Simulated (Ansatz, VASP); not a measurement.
**PbS (Galena): VASP beside Ansatz**

```
Pb S
1.0
     0.00000    2.96575    2.96575
     2.96575    0.00000    2.96575
     2.96575    2.96575    0.00000
Pb S
1 1
Direct
  0.00000 0.00000 0.00000
  0.50000 0.50000 0.50000
```

Alike in both runs: task relaxation of cell and atoms; functional PBEsol; k mesh 8 × 8 × 8; occupations fermi-dirac, width 0.05 eV; no spin polarisation.

|  | VASP | Ansatz |
| --- | --- | --- |
| version | VASP 6.6.1 | Ansatz 0.2.0 |
| potentials or method | VASP PAW PBE potentials, release 64 (Pb_d, S), cutoff 600 eV | all-electron LAPW, scalar-relativistic |

```csv
,VASP,Ansatz,Ansatz less VASP
relaxed volume (Å³/atom),25.71,25.71,-0.001
relaxed cell length with the largest relative difference (Å),4.174,4.174,0.0000
energy change over the relaxation (meV/atom),-1,-1,0.0
```

Ansatz ran all-electron here, so the differences hold the error of VASP's frozen core and of both bases.

Caveats: the PAW data sets were made with another functional, which shifts forces and pressure a little (VASP).
